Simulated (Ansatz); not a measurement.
**(110) slab of rocksalt LiH, 15.5 Å thick as cut, bare faces**

Computed with DFT, PBEsol, PAW, plane waves in Ansatz.

Command:

```sh
ansatz run in.yaml --threads 8 --pin off --max-ram 15200MiB --runs-dir r --events-out ev --progress --plain
```

The input less its lattice and atoms:

```yaml
kpoints:
  mp_grid: { grid: [6, 4, 1] }
hamiltonian:
  xc: pbesol
scf:
  occupations: { method: fermi_dirac, width: 0.01 }
relax:
  f_tol: 0.03
  max_steps: 80
  escape_saddle: false
  adjacent_minimum: "off"
output:
  forces: true
  eigenvalues: true
  populations: true
  write_density: true
  write_potential: true
  elf: true
  volumetric_format: npy
```

Start:

```xyz
24
Lattice="1.9900 -1.9900 0.0000 0.0000 0.0000 3.9800 -20.1373 -20.1373 0.0000" Properties=species:S:1:pos:R:3 pbc="T T T"
H   -14.4855  -16.5088    3.9716
H   -10.5652  -12.5412    3.9678
H    -6.5656   -8.5700    3.9632
H   -12.5699  -14.5662    0.0062
H    -8.5715  -10.5838    3.9623
H    -4.5610   -6.5726    0.0368
H   -10.5716  -14.5270    1.9979
H    -8.5367   -8.6182    2.0113
H    -4.5656   -4.5989    1.9608
H   -12.5501  -16.5268    2.0266
H    -8.5592  -12.5366    1.9716
H    -6.5765   -6.6115    1.9754
Li  -10.5860  -14.5579    3.9692
Li   -8.5677   -8.5911    3.9661
Li   -4.5750   -4.6121    3.9563
Li  -14.5544  -14.5545    0.0001
Li   -8.5652  -12.5306    3.9726
Li   -4.6228   -8.5759    0.0085
Li  -14.5434  -16.5263    1.9839
Li  -10.5843  -12.5650    1.9916
Li   -6.5869   -8.5976    1.9961
Li  -12.5637  -14.5424    2.0106
Li   -8.5486  -10.5462    1.9902
Li   -4.6053   -6.5987    1.9559
```

Steps:

| step | energy less the first (eV) | largest force component (eV/Å) |
| --- | --- | --- |
| start | 0.000 | 0.335 |
| 1 | -0.071 | 0.240 |
| 2 | -0.117 | 0.029 |
| 3 | -0.117 | 0.029 |

A structure on the way, about -0.12 eV from the start:

```
H Li
1.0
     1.98998   -1.98998    0.00000
     0.00000    0.00000    3.97997
   -20.13730  -20.13730    0.00000
H Li
12 12
Cartesian
  -14.5264 -16.5166 0.0003
  -10.5562 -12.5546 3.9782
  -6.5694 -8.5746 3.9756
  -12.5420 -14.5376 0.0010
  -8.5636 -10.5659 3.9767
  -4.5614 -6.5704 3.9736
  -12.5549 -12.5616 1.9896
  -8.5700 -8.5811 1.9851
  -4.6013 -4.6191 1.9824
  -14.5675 -14.5704 1.9909
  -10.5614 -10.5722 1.9876
  -6.5799 -6.5975 1.9857
  -12.5602 -12.5653 3.9797
  -8.5698 -8.5786 3.9760
  -4.6735 -4.6903 3.9719
  -14.6054 -14.6078 0.0007
  -10.5604 -10.5676 3.9784
  -6.5940 -6.6039 3.9737
  -14.4542 -16.4430 1.9913
  -10.5568 -12.5537 1.9895
  -6.5678 -8.5661 1.9855
  -12.5352 -14.5288 1.9892
  -8.5670 -10.5635 1.9873
  -4.5232 -6.5297 1.9830
```

End:

```xyz
24
Lattice="1.9900 -1.9900 0.0000 0.0000 0.0000 3.9800 -20.1373 -20.1373 0.0000" Properties=species:S:1:pos:R:3 pbc="T T T"
H   -14.5264  -16.5166    0.0003
H   -10.5562  -12.5545    3.9782
H    -6.5694   -8.5746    3.9756
H   -12.5420  -14.5376    0.0010
H    -8.5636  -10.5659    3.9767
H    -4.5614   -6.5704    3.9736
H   -12.5549  -12.5616    1.9896
H    -8.5700   -8.5811    1.9851
H    -4.6013   -4.6191    1.9824
H   -14.5675  -14.5704    1.9909
H   -10.5614  -10.5723    1.9876
H    -6.5799   -6.5975    1.9857
Li  -12.5602  -12.5653    3.9797
Li   -8.5698   -8.5786    3.9760
Li   -4.6735   -4.6903    3.9719
Li  -14.6054  -14.6078    0.0007
Li  -10.5604  -10.5676    3.9784
Li   -6.5939   -6.6039    3.9737
Li  -14.4542  -16.4430    1.9913
Li  -10.5568  -12.5537    1.9895
Li   -6.5678   -8.5661    1.9855
Li  -12.5352  -14.5288    1.9892
Li   -8.5670  -10.5635    1.9873
Li   -4.5232   -6.5297    1.9830
```

The run converged.

Time: 9.3 s of wall time on 8 threads of a Platinum 8488C processor, on a host shared with other runs; peak host memory 1 GiB.

How much energy did the relaxation gain, and which atom moved most?

0.12 eV in 3 steps, from a start with small random displacements; atom 15 (Li) moved 0.13 Å, the median atom 0.04 Å (drift of the whole cell removed).
